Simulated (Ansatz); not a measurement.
Wanted: the native input for an Ansatz 0.2.0 run.

```yaml
Task: single point
Functional: PBE
Potentials_or_basis: Ansatz PAW
Cutoff: "420 eV (not typed: the program's choice for these potentials)"
k_mesh: 11 × 11 × 10
Occupations: gaussian, width 0.02 eV
Spin: no spin polarisation
```

Ge:

```xyz
1
Lattice="1.3971 -2.6005 0.0000 1.3971 2.6005 0.0000 0.0000 0.0000 2.6982" Properties=species:S:1:pos:R:3 pbc="T T T"
Ge    1.3971    0.0000    0.0000
```

This isn't the form of Ge at room conditions, which is diamond.

These files were run (other wordings do the same):

input.yaml

```yaml
crystal:
  lattice:
    - [1.397149, -2.600516, 0.0]
    - [1.397149, 2.600516, 0.0]
    - [0.0, 0.0, 2.698231]
  atoms:
    - { symbol: Ge, position: [0.5, 0.5, 0.0] }
hamiltonian:
  xc: pbe
  pseudopotentials: { kind: paw }
kpoints:
  mp_grid: { grid: [11, 11, 10] }
scf:
  occupations: { method: gaussian, width: 0.02 }
output:
  forces: true
  stress: true
  eigenvalues: true
```

Potentials or basis: Ansatz PAW.

Run with:

```sh
$ ansatz run input.yaml --threads 2 --pin off --max-ram 5632MiB --backend cpu --events-out ev --progress --plain --runs-dir out
```

It gave:

```json
{"Pressure": "-0.6 GPa", "Band gap on the k mesh": "none (metal or under the smearing width)"}
```

Run time: 1.1 s on 2 threads of Arm Neoverse V2, on a shared host, peak memory 0.32 GiB.
